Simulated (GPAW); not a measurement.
Write an ASE script for GPAW 26.7.0 that does the following.

```yaml
Task: single point
Functional: PBE
Potentials_or_basis: GPAW PAW data sets (gpaw-data 1.2.1)
Cutoff: 600 eV
Basis: pw
k_mesh: 8 × 8 × 8
Occupations: gaussian, width 0.021 eV
Spin: no spin polarisation
Maxiter: 150
```

The structure of InP lies in InP.xyz:

```xyz
2
Lattice="0.0000000000 2.9305000000 2.9305000000 2.9305000000 0.0000000000 2.9305000000 2.9305000000 2.9305000000 0.0000000000" Properties=species:S:1:pos:R:3 pbc="T T T"
In     0.0000000000      0.0000000000      0.0000000000
P      4.3957500000      4.3957500000      4.3957500000
```

One way to write it, as run:

run.py

```python
from ase.dft.bandgap import bandgap
from ase.io import read, write
from ase.units import GPa
from gpaw import GPAW, PW

atoms = read('InP.xyz')

calc = GPAW(mode=PW(600),
            xc='PBE',
            kpts={'size': (8, 8, 8), 'gamma': True},
            occupations={'name': 'methfessel-paxton', 'order': 0, 'width': 0.020999999999999998},
            nbands=18,
            convergence={'density': 1e-05, 'energy': 1e-05},
            maxiter=150,
            txt='gpaw.txt')
atoms.calc = calc
energy = atoms.get_potential_energy()
forces = atoms.get_forces()
stress = atoms.get_stress()
calc.write('gs.gpw')
write('result.traj', atoms)
print(f'Energy: {energy:.6f} eV')
print('Forces (eV/A):')
print(forces.round(4))
print('Stress (GPa):', (stress / GPa).round(3))
print('Fermi level:', round(calc.get_fermi_level(), 4), 'eV')
print(f'Gap: {bandgap(calc)[0]:.4f} eV, direct: {bandgap(calc, direct=True)[0]:.4f} eV')
```

Potentials or basis: GPAW PAW data sets (gpaw-data 1.2.1), pw.

Command:

```sh
$ OMP_NUM_THREADS=1 python run.py
```

Results of the run:

The pressure is 3.0 GPa and the band gap on the k mesh is 0.71 eV, direct.

Caveat: spin-orbit coupling is left out, which moves the levels of the heavy elements.

Run time: 16 s on 1 thread of Arm Neoverse V1, with other jobs on the host, peak memory 0.16 GiB.
